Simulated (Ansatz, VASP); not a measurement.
# As in VASP and in Ansatz

The input INCAR:

```
SYSTEM = As
PREC     = Accurate       ! precision mode
ENCUT    = 520            ! plane-wave cutoff, eV
EDIFF    = 1E-7           ! SCF threshold, eV
ISMEAR   = 0              ! smearing method
SIGMA    = 0.1            ! smearing width, eV
LREAL    = .False.        ! projectors in reciprocal space
LASPH    = .True.         ! aspherical terms in the spheres
NELM     = 80             ! most SCF steps
ALGO     = Normal         ! electronic algorithm
ISIF     = 2              ! what is computed and relaxed
LWAVE    = .False.        ! write WAVECAR
LCHARG   = .False.        ! write CHGCAR
GGA      = PE             ! functional
NBANDS   = 42             ! bands
```

KPOINTS

```
regular mesh
0
Gamma
  4 4 4
  0 0 0
```

POSCAR

```
As
1.0
    5.7225020800      0.0000000000      0.0000000000
    0.0000000000      5.7225020800      0.0000000000
    0.0000000000      0.0000000000      5.7225020800
As
12
Direct
    0.0000000000      0.0000000000      0.0000000000
    0.5000000000      0.0000000000      0.5000000000
    0.5000000000      0.5000000000      0.0000000000
    0.0000000000      0.5000000000      0.5000000000
    0.6190059900      0.8809940100      0.1190059900
    0.8809940100      0.1190059900      0.6190059900
    0.1190059900      0.6190059900      0.8809940100
    0.3809940100      0.3809940100      0.3809940100
    0.6190059900      0.6190059900      0.6190059900
    0.8809940100      0.3809940100      0.1190059900
    0.1190059900      0.8809940100      0.3809940100
    0.3809940100      0.1190059900      0.8809940100
```

Input for Ansatz:

```yaml
crystal:
  lattice:
    - [5.72250208, 0.0, 0.0]
    - [0.0, 5.72250208, 0.0]
    - [0.0, 0.0, 5.72250208]
  atoms:
    - { symbol: As, position: [0.0, 0.0, 0.0] }
    - { symbol: As, position: [0.5, 0.0, 0.5] }
    - { symbol: As, position: [0.5, 0.5, 0.0] }
    - { symbol: As, position: [0.0, 0.5, 0.5] }
    - { symbol: As, position: [0.61900599, 0.88099401, 0.11900599] }
    - { symbol: As, position: [0.88099401, 0.11900599, 0.61900599] }
    - { symbol: As, position: [0.11900599, 0.61900599, 0.88099401] }
    - { symbol: As, position: [0.38099401, 0.38099401, 0.38099401] }
    - { symbol: As, position: [0.61900599, 0.61900599, 0.61900599] }
    - { symbol: As, position: [0.88099401, 0.38099401, 0.11900599] }
    - { symbol: As, position: [0.11900599, 0.88099401, 0.38099401] }
    - { symbol: As, position: [0.38099401, 0.11900599, 0.88099401] }
basis:
  ecutwfc: 420
kpoints:
  mp_grid: { grid: [4, 4, 4] }
hamiltonian:
  xc: pbe
scf:
  occupations: { method: gaussian, width: 0.1 }
  lower_state_search: "off"
output:
  forces: true
  stress: true
  eigenvalues: true
```

Alike in both runs: task single point; functional PBE; k mesh 4 × 4 × 4; occupations gaussian, width 0.1 eV; no spin polarisation.

|  | VASP | Ansatz |
| --- | --- | --- |
| version | VASP 6.6.1 | Ansatz 0.2.0 |
| potentials or method | VASP PAW PBE potentials, release 64 (As) | scalar-relativistic, plane waves, PAW |
| plane-wave cutoff (eV) | 520 | 420 |
| valence electrons in the cell | 60 | 180 |

```csv
,VASP,Ansatz,Ansatz less VASP
gap on the k mesh at the Fermi level (eV),none,none,-
rms of the force components (eV/Å),0.229,0.248,+0.0189
```

Atom by atom the forces differ by 0.019 eV/Å (rms over components). A gap of «none» marks a metal or a gap that the smearing closes. The two sets of potentials don't hold the same shells in valence.
